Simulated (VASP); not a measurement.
# As (Pm-3m) in VASP: a series of runs

One crystal, As, is run at these levels: r2SCAN; tasks: single point, relaxation of cell and atoms.

Everything below comes from runs of VASP 6.6.1. Logs are shortened: lines on timing, memory, paths and dates and some standing lists are left out, and cuts for length are marked.

### 1 The crystal as given

Symmetry: Pm-3m, No. 221, cubic system. Conventional cell: a = 2.705 Å, b = 2.705 Å, c = 2.705 Å, α = 90.00°, β = 90.00°, γ = 90.00°. As (site symmetry m-3m) has 6 As at 2.71 Å as nearest neighbours.

This isn't the form of As at room conditions, which is rhombohedral.

### 2 Single point, r2SCAN

Input file POSCAR:

```
As
1.0
    2.7053195951      0.0000000000      0.0000000000
    0.0000000000      2.7053195951      0.0000000000
    0.0000000000      0.0000000000      2.7053195951
As
1
Direct
    0.5000000000      0.5000000000      0.5000000000
```

Input file INCAR.step1:

```
SYSTEM = As
ALGO = Normal
EDIFF = 1E-4
ENCUT = 520
GGA = PE
ISMEAR = 0
LASPH = .TRUE.
LCHARG = .FALSE.
LREAL = .FALSE.
LWAVE = .TRUE.
NBANDS = 8
NELM = 100
PREC = Accurate
SIGMA = 0.1
```

Input file INCAR.step2:

```
SYSTEM = As
ALGO = Normal
EDIFF = 1E-6
ENCUT = 520
ISIF = 2
ISMEAR = 0
ISTART = 1
LASPH = .TRUE.
LCHARG = .TRUE.
LELF = .TRUE.
LMIXTAU = .TRUE.
LREAL = .FALSE.
LVHAR = .TRUE.
LWAVE = .FALSE.
METAGGA = R2SCAN
NBANDS = 8
NELM = 100
PREC = Accurate
SIGMA = 0.1
```

Input file KPOINTS:

```
k-points
0
G
  16 16 16
  0 0 0
```

Potentials or basis: VASP PAW PBE potentials, release 64 (As).

On the command line:

```bash
cat potpaw_PBE.64/As/POTCAR > POTCAR
cp INCAR.step1 INCAR
mpirun -np 1 vasp_std > vasp.out
cp INCAR.step2 INCAR
mpirun -np 1 vasp_std > vasp.out
```

OUTCAR:

```text
SYSTEM = As
   EDIFF = 1E-6
   ENCUT = 520
   ISIF = 2
   ISMEAR = 0
   ISTART = 1
   LASPH = .TRUE.
   LREAL = .FALSE.
   METAGGA = R2SCAN
   NELM = 100
   PREC = Accurate

 ion  position               nearest neighbor table
   1  0.500  0.500  0.500-

  LATTYP: Found a simple cubic cell.
 ALAT       =     2.7053195951

  Lattice vectors:

 A1 = (   2.7053195951,   0.0000000000,   0.0000000000)
 A2 = (   0.0000000000,   2.7053195951,   0.0000000000)
 A3 = (   0.0000000000,   0.0000000000,   2.7053195951)

Analysis of symmetry for initial positions (statically):
=====================================================================
 Subroutine PRICEL returns:
 Original cell was already a primitive cell.

 Routine SETGRP: Setting up the symmetry group for a
 simple cubic supercell.

 Subroutine GETGRP returns: Found 48 space group operations
 (whereof 48 operations were pure point group operations)
 out of a pool of 48 trial point group operations.

The static configuration has the point symmetry O_h .

Analysis of symmetry for dynamics (positions and initial velocities):
=====================================================================
 Subroutine PRICEL returns:
 Original cell was already a primitive cell.

 Routine SETGRP: Setting up the symmetry group for a
 simple cubic supercell.

 Subroutine GETGRP returns: Found 48 space group operations
 (whereof 48 operations were pure point group operations)
 out of a pool of 48 trial point group operations.

The dynamic configuration has the point symmetry O_h .

 Subroutine INISYM returns: Found 48 space group operations
 (whereof 48 operations are pure point group operations),
 and found     1 'primitive' translations

----------------------------------------------------------------------------------------

                                     Primitive cell

  volume of cell :      19.7996

  direct lattice vectors                    reciprocal lattice vectors
     2.705319595  0.000000000  0.000000000     0.369642094  0.000000000  0.000000000
     0.000000000  2.705319595  0.000000000     0.000000000  0.369642094  0.000000000
     0.000000000  0.000000000  2.705319595     0.000000000  0.000000000  0.369642094

  length of vectors
     2.705319595  2.705319595  2.705319595     0.369642094  0.369642094  0.369642094

  position of ions in fractional coordinates (direct lattice)
     0.500000000  0.500000000  0.500000000

  ion indices of the primitive-cell ions
   primitive index   ion index
                 1           1

----------------------------------------------------------------------------------------

 KPOINTS: k-points

Automatic generation of k-mesh.
 Grid dimensions read from file:
 generate k-points for:   16   16   16

 Generating k-lattice:

  Cartesian coordinates                     Fractional coordinates (reciprocal lattice)
     0.023102631  0.000000000  0.000000000     0.062500000  0.000000000  0.000000000
     0.000000000  0.023102631  0.000000000     0.000000000  0.062500000  0.000000000
     0.000000000  0.000000000  0.023102631     0.000000000  0.000000000  0.062500000

  Length of vectors
     0.023102631  0.023102631  0.023102631

  Shift w.r.t. Gamma in fractional coordinates (k-lattice)
     0.000000000  0.000000000  0.000000000

 Subroutine IBZKPT returns following result:
 ===========================================

 Found    165 irreducible k-points:

 Following reciprocal coordinates:
            Coordinates               Weight
  0.000000  0.000000  0.000000      1.000000
  0.062500  0.000000  0.000000      6.000000
  0.125000  0.000000  0.000000      6.000000
  0.187500  0.000000  0.000000      6.000000
  0.250000  0.000000  0.000000      6.000000
  0.312500  0.000000  0.000000      6.000000
[... 16 lines left out ...]
  0.437500  0.125000  0.000000     24.000000
  0.500000  0.125000  0.000000     12.000000
 [... further k-points ...]
   k-points           NKPTS =    165   k-points in BZ     NKDIM =    165   number of bands    NBANDS=      8
   number of dos      NEDOS =    301   number of ions     NIONS =      1
   total plane-waves  NPLWV =   8000
   dimension x,y,z NGX =    20 NGY =   20 NGZ =   20
   dimension x,y,z NGXF=    40 NGYF=   40 NGZF=   40
   ions per type =               1
   NGX,Y,Z   is equivalent  to a cutoff of  12.29, 12.29, 12.29 a.u.
   NGXF,Y,Z  is equivalent  to a cutoff of  24.58, 24.58, 24.58 a.u.
 SYSTEM =  As
   PREC   = accura    normal or accurate (medium, high low for compatibility)
   ISTART =      1    job   : 0-new  1-cont  2-samecut
   ICHARG =      0    charge: 1-file 2-atom 10-const
   ISPIN  =      1    spin polarized calculation?
   LNONCOLLINEAR =      F non collinear calculations
   LSORBIT =      F    spin-orbit coupling
   LASPH  =      T    aspherical Exc in radial PAW
   ENCUT  =  520.0 eV  38.22 Ry    6.18 a.u.   5.03  5.03  5.03*2*pi/ulx,y,z
   NELM   =    100;   NELMIN=  2; NELMDL=  0     # of ELM steps
   EDIFF  = 0.1E-05   stopping-criterion for ELM
   LREAL  =      F    real-space projection
   EDIFFG = 0.1E-04   stopping-criterion for IOM
   NSW    =      0    number of steps for IOM
   IBRION =     -1    ionic relax: 0-MD 1-quasi-New 2-CG
   NFREE  =      0    steps in history (QN), initial steepest desc. (CG)
   ISIF   =      2    stress and relaxation
   ISYM   =      2    0-nonsym 1-usesym 2-fastsym
   POTIM  = 0.5000    time-step for ionic-motion
   TEBEG  =    0.0;   TEEND  =   0.0 temperature during run
   PSTRESS=    0.0 pullay stress
   NELECT =       5.0000    total number of electrons
   NUPDOWN=      -1.0000    fix difference up-down
   EMIN   =  10.00;   EMAX   =-10.00  energy-range for DOS
   EFERMI =   0.00;   METHOD = LEGACY
   ISMEAR =     0;   SIGMA  =   0.10  broadening in eV -4-tet -1-fermi 0-gaus
   EFERMI_NEDOS =   21; number of points for ismear=-14 and -15
   IALGO  =     38    algorithm
   IMIX   =      4    mixing-type and parameters
     AMIX     =   0.40;   BMIX     =  1.00
     AMIX_MAG =   1.60;   BMIX_MAG =  1.00
  volume/ion in A,a.u.               =      19.80       133.61
  Fermi-wavevector in a.u.,A,eV,Ry     =   1.034776  1.955443 14.568587  1.070761
  Thomas-Fermi vector in A             =   2.169087
   LORBIT       =      0    0 simple, 1 ext, 2 COOP (PROOUT), +10 PAW based schemes
   METAGGA = R2SCAN    functional components
   LHFCALC =     F    Hartree Fock is set to
   AEXX    =    0.0000 exact exchange contribution
   IVDW    =     0    specifies the selected vdW correction
   LEPSILON=     F    determine dielectric tensor
   LRPA    =     F    only Hartree local field effects (RPA)
 non-spin polarized calculation
 Gauss-broadening in eV      SIGMA  =   0.10
  energy-cutoff  :      520.00
  volume of cell :       19.80
 maximum number of plane-waves:       554
   NGX = 11   NGY = 11   NGZ = 11

 number of electron       5.0000001 magnetization

 Free energy of the ion-electron system (eV)
  ---------------------------------------------------
  ext. energy  EPLUGINS =         0.00000000
  ---------------------------------------------------
  free energy    TOTEN  =       -14.55302158 eV

  energy without entropy =      -14.55191696  energy(sigma->0) =      -14.55246927

 E-fermi :   5.7829     XC(G=0): -10.9151

 val. band max:        5.7410085941   @ k =   0.1875   0.1875   0.1250
 cond. band min:       5.7889632043   @ k =   0.3125   0.3125   0.3125
 fundamental gap:      0.0479546102
 Fermi energy:         5.7829223173

 k-point     1 :       0.0000    0.0000    0.0000
  band No.  band energies     occupation
      1      -9.9019      2.00000
      2      10.1109      0.00000
      3      10.1109      0.00000
      4      10.1109      0.00000
      5      14.6712      0.00000
      6      14.6712      0.00000
      7      17.3683      0.00000
      8      31.7433      0.00000

 k-point     2 :       0.0625    0.0000    0.0000
  band No.  band energies     occupation
      1      -9.8264      2.00000
      2       9.1002      0.00000
      3      10.1779      0.00000
      4      10.1779      0.00000
      5      14.7376      0.00000
      6      15.4758      0.00000
      7      17.7738      0.00000
      8      30.5308      0.00000

 k-point     3 :       0.1250    0.0000    0.0000
  band No.  band energies     occupation
      1      -9.6013      2.00000
      2       7.1906      0.00000
      3      10.3750      0.00000
      4      10.3750      0.00000
      5      14.9347      0.00000
      6      16.4255      0.00000
      7      19.3176      0.00000
      8      28.6073      0.00000

 k-point     4 :       0.1875    0.0000    0.0000
  band No.  band energies     occupation
      1      -9.2318      2.00000
      2       5.1782      2.00000
      3      10.6910      0.00000
      4      10.6910      0.00000
      5      15.2558      0.00000
      6      17.0250      0.00000
      7      21.6312      0.00000
      8      26.7217      0.00000

 k-point     5 :       0.2500    0.0000    0.0000
  band No.  band energies     occupation
      1      -8.7290      2.00000
      2       3.2607      2.00000
      3      11.1035      0.00000
      4      11.1035      0.00000
      5      15.6865      0.00000
      6      17.6220      0.00000
      7      23.8534      0.00000
      8      24.9953      0.00000
[... 177 lines left out ...]
 k-point    22 :       0.3750    0.1250    0.0000
  band No.  band energies     occupation
      1      -7.1503      2.00000
      2       0.3174      2.00000
      3       9.3147      0.00000
      4      12.2941      0.00000
      5      17.5893      0.00000
      6      18.3769      0.00000
      7      21.9232      0.00000
      8      22.5524      0.00000

 k-point    23 :       0.4375    0.1250    0.0000
  band No.  band energies     occupation
      1      -6.5620      2.00000
      2      -0.7641      2.00000
      3       9.7339      0.00000
      4      12.6472      0.00000
      5      17.0508      0.00000
      6      18.7014      0.00000
      7      21.7552      0.00000
      8      22.3073      0.00000

 k-point    24 :       0.5000    0.1250    0.0000
  band No.  band energies     occupation
      1      -6.3053      2.00000
      2      -1.1859      2.00000
      3       9.9005      0.00000
      4      12.7826      0.00000
      5      16.7809      0.00000
      6      18.9271      0.00000
      7      21.4714      0.00000
      8      22.4257      0.00000

 [... further k-points ...]
[... 5 lines left out ...]
  --------------------------------------------------------------------------------------
  -------------------------------------------------------------------------------------
  Total       -0.0104001     -0.0104001     -0.0104001      0.0000000     -0.0000000      0.0000000
  in kB       -0.8415772     -0.8415772     -0.8415772      0.0000000     -0.0000000      0.0000000
  external PRESSURE =      -0.8415772 kB  Pullay stress =       0.0000000 kB

 VOLUME and BASIS-vectors are now :
 -----------------------------------------------------------------------------
  energy-cutoff  :      520.00
  volume of cell :       19.80
      direct lattice vectors                 reciprocal lattice vectors
     2.705319595  0.000000000  0.000000000     0.369642094  0.000000000  0.000000000
     0.000000000  2.705319595  0.000000000     0.000000000  0.369642094  0.000000000
     0.000000000  0.000000000  2.705319595     0.000000000  0.000000000  0.369642094

 POSITION                                       TOTAL-FORCE (eV/Angst)
 -----------------------------------------------------------------------------------
      1.35266      1.35266      1.35266         0.000000      0.000000      0.000000
 -----------------------------------------------------------------------------------
    total drift:                                0.000000      0.000000      0.000000

  FREE ENERGIE OF THE ION-ELECTRON SYSTEM (eV)
  ---------------------------------------------------
  free  energy   TOTEN  =       -14.5530215823 eV

  energy  without entropy=      -14.5519169577  energy(sigma->0) =      -14.55246927
```

Run time: 39 s. Hardware: 1 thread of Intel Xeon Platinum 8488C (Sapphire Rapids), shared host; peak memory 0.14 GiB.

Results:

```yaml
Free_energy: -14.5530 eV
Pressure: -0.1 GPa
Band_gap_on_the_k_mesh: none (metal or under the smearing width)
```

Caveat: the PAW data sets were made with another functional, which shifts forces and pressure a little.

(Continued in part 2 of 2.)
